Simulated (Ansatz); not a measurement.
# ZrPbO4: a trial structure relaxed

Where does ZrPbO4 go from the start given, zircon type (I4_1/amd, No. 141)?

Program: Ansatz 0.2.0. Level of theory: DFT PBE, scalar-relativistic, plane waves, PAW. These are calculated values, not measurements.

## 1. The system as given

It takes space group I4_1/amd (No. 141, tetragonal). Conventional cell: a = 7.295 Å, b = 7.295 Å, c = 6.607 Å, α = 90.00°, β = 90.00°, γ = 90.00°. Zr (site symmetry -4m2) has 4 O at 1.79 Å as nearest neighbours. Pb (site symmetry -4m2) has 8 O at 2.35 to 2.51 Å as nearest neighbours. O (site symmetry m) has 1 Zr at 1.79 Å and 2 Pb at 2.35 to 2.51 Å as nearest neighbours.

Coordinates:

```cif
data_structure
_symmetry_space_group_name_H-M 'I4_1/amd:1'
_symmetry_Int_Tables_number 141
_cell_length_a 7.2954
_cell_length_b 7.2954
_cell_length_c 6.6065
_cell_angle_alpha 90.000
_cell_angle_beta 90.000
_cell_angle_gamma 90.000
_cell_volume 351.62
loop_
_atom_site_label
_atom_site_type_symbol
_atom_site_symmetry_multiplicity
_atom_site_Wyckoff_symbol
_atom_site_fract_x
_atom_site_fract_y
_atom_site_fract_z
_atom_site_occupancy
Zr1 Zr 4 b 0.50000 0.00000 0.25000 1
Pb1 Pb 4 a 0.00000 0.50000 0.25000 1
O1 O 16 h 0.50000 0.31570 0.82110 1
```

(A quick probe on a coarse mesh, which set the mesh and smearing, is not shown.)

## 3. Rough relaxation on the coarse mesh

input.yaml

```yaml
crystal:
  lattice:
    - [-3.6477176868, 3.6477176868, 3.3032643601]
    - [3.6477176868, -3.6477176868, 3.3032643601]
    - [3.6477176868, 3.6477176868, -3.3032643601]
  atoms:
    - { symbol: Zr, position: [0.25, 0.75, 0.5] }
    - { symbol: Zr, position: [0.5, 0.5, 0.0] }
    - { symbol: Pb, position: [0.75, 0.25, 0.5] }
    - { symbol: Pb, position: [0.0, 0.0, 0.0] }
    - { symbol: O, position: [0.1368, 0.3211, 0.8157] }
    - { symbol: O, position: [0.0711, 0.7554, 0.6843] }
    - { symbol: O, position: [0.5054, 0.3211, 0.1843] }
    - { symbol: O, position: [0.0711, 0.3868, 0.3157] }
    - { symbol: O, position: [0.6132, 0.9289, 0.6843] }
    - { symbol: O, position: [0.6789, 0.8632, 0.1843] }
    - { symbol: O, position: [0.2446, 0.9289, 0.3157] }
    - { symbol: O, position: [0.6789, 0.4946, 0.8157] }
basis:
  ecutwfc: 420
kpoints:
  mp_grid: { grid: [4, 4, 4] }
hamiltonian:
  xc: pbe
scf:
  occupations: { method: gaussian, width: 0.1 }
  lower_state_search: "off"
output:
  forces: true
  stress: true
  eigenvalues: true
relax:
  adjacent_minimum: "off"
  f_tol: 0.04
  max_steps: 70
  cell: { stress_tol: 0.4 }
```

Launch:

```bash
> ansatz run input.yaml --threads 1 --pin off --max-ram 2560MiB --backend cpu --events-out ev --progress --plain --runs-dir out
```

The session goes on with these runs: full relaxation.

**Question.** What will these runs give?

**Answer**, as computed:

Formation energies count from the elements, computed with the same settings in runs not shown here.

| quantity | value |
| --- | --- |
| cell (conventional) | a = 7.038 Å, b = 7.038 Å, c = 7.292 Å, α = 90.00°, β = 90.00°, γ = 90.00° |
| space group | I4_1/amd (No. 141) |
| volume | 15.05 Å³/atom |
| gap on the mesh | 1.21 eV |
| formation energy from the elements | -1.794 eV/atom |

What this shows: The space group stayed I4_1/amd, and from the first guess the volume went from 14.65 to 15.05 Å³/atom. With -1.79 eV/atom it lies under the elements, which doesn't yet make it stable against other compounds of them. Spin-orbit coupling is left out, which matters for the bands of Pb.

These are semilocal Kohn-Sham gaps, which aren't the measured quantity. Such gaps usually fall short of the measured ones; spin-orbit coupling, left out here, narrows gaps with Pb, so the two errors partly cancel.
